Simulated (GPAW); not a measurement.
SnSe2, 3 atoms in the cell. It takes space group P-3m1 (No. 164, trigonal). Conventional cell: a = 3.811 Å, b = 3.811 Å, c = 6.136 Å, α = 90.00°, β = 90.00°, γ = 120.00°. Sn (site symmetry -3m) is surrounded by 6 Se at 2.68 Å. Se (site symmetry 3m) is surrounded by 3 Sn at 2.68 Å. 

```yaml
Program: GPAW 26.7.0
Task: relaxation of cell and atoms
Functional: revPBE
Potentials_or_basis: the program's PAW data sets (release 1.2.1) made for this functional
Cutoff: 600 eV
Basis: pw
k_mesh: 6 × 6 × 3
Occupations: fermi-dirac, width 0.05 eV
Spin: no spin polarisation
Maxiter: 150
Optimizer: LBFGS
Fmax: 0.02 eV/Å
Max_steps: 100
Convergence: density=1e-06 energy=1e-06 eigenstates=1e-10
```

Potentials or basis: the program's PAW data sets (release 1.2.1) made for this functional, pw.

Launch:

```bash
$ OMP_NUM_THREADS=1 python run.py
```

Hardware: 1 thread of AMD EPYC 7R43 64-Core Processor (Zen 3), with other jobs on the host.

Task: How long does it take, and how much memory?

Result: It took 5.7 min on 1 thread of AMD EPYC 7R43 64-Core Processor (Zen 3), with other jobs on the host, peak memory 0.28 GiB. Counts: scf iterations 195, plane waves 2593, bands 24, k points 17, ion steps 17.
